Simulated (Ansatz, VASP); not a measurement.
## One calculation of CdSe, two programs

```
Cd Se
1.0
     3.00549    3.00549    0.00000
    -3.00549    3.00549    0.00000
     0.00000    3.00549    3.00549
Cd Se
1 1
Direct
  0.00000 0.00000 0.00000
  0.75000 0.25000 0.50000
```

Alike in both runs: functional PBEsol; k mesh 6 × 6 × 6; no spin polarisation.

Ansatz relaxed the structure, and its values are those at the end. VASP's run is a single point on that final structure, the one shown.

```csv
,VASP,Ansatz
version,VASP 6.6.1,Ansatz 0.2.0
potentials or method,"VASP PAW PBE potentials, release 64 (Cd, Se)","PAW with Ansatz's default frozen-core files, scalar-relativistic"
plane-wave cutoff (eV),520,420
occupations,"gaussian, width 0.01 eV",fixed
valence electrons in the cell,18,36
```

VASP gave:

```
pressure (GPa) : 2.4
```

Estimate Ansatz's values.

pressure (GPa): 2.0.

The two sets of potentials don't hold the same shells in valence.

Caveats: the PAW data sets were made with another functional, which shifts forces and pressure a little (VASP).
